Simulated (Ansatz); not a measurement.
Wanted: the native input for an Ansatz 0.2.0 run.

```
Task                : band structure
Functional          : revPBE
Potentials or basis : all-electron LAPW, scalar-relativistic
Cutoff              : 154 eV (chosen from the basis error)
Basis error allowed : 0.001 eV/atom
k mesh              : 9 × 9 × 9
Occupations         : fermi-dirac, width 0.05 eV
Spin                : no spin polarisation
```

Pb:

```
CELL_PARAMETERS angstrom
0.00000 2.47502 2.47502
2.47502 0.00000 2.47502
2.47502 2.47502 0.00000
ATOMIC_POSITIONS crystal
Pb 0.00000 0.00000 0.00000
```

One way to write it, as run:

input.yaml

```yaml
crystal:
  lattice:
    - [0.0, 2.47502, 2.47502]
    - [2.47502, 0.0, 2.47502]
    - [2.47502, 2.47502, 0.0]
  atoms:
    - { symbol: Pb, position: [0.0, 0.0, 0.0] }
kpoints:
  mp_grid: { grid: [9, 9, 9] }
  band_path:
    path:
      - [0.0, 0.0, 0.0]
      - [0.5, 0.0, 0.5]
      - [0.5, 0.25, 0.75]
      - [0.375, 0.375, 0.75]
      - [0.0, 0.0, 0.0]
      - [0.5, 0.5, 0.5]
      - [0.625, 0.25, 0.625]
      - [0.5, 0.25, 0.75]
    npoints: 6
scf:
  occupations: { method: fermi_dirac, width: 0.05 }
hamiltonian:
  xc: revpbe
  pseudopotentials: { kind: all_electron, lapw: { basis_error: 0.001 } }
output:
  forces: true
  stress: true
  eigenvalues: true
```

Potentials or basis: all-electron LAPW, scalar-relativistic.

The run is started by

```sh
$ ansatz run input.yaml --threads 1 --pin off --max-ram 3072MiB --backend cpu --events-out ev --progress --plain --runs-dir out
```

It gave:

The pressure is 3.4 GPa. The band gap along the path is none (metal or under the smearing width).

Caveat: spin-orbit coupling is left out, which moves the levels of the heavy elements.

Run time: 7.1 s on 1 thread of Arm Neoverse N1 (shared host), peak memory 0.23 GiB.
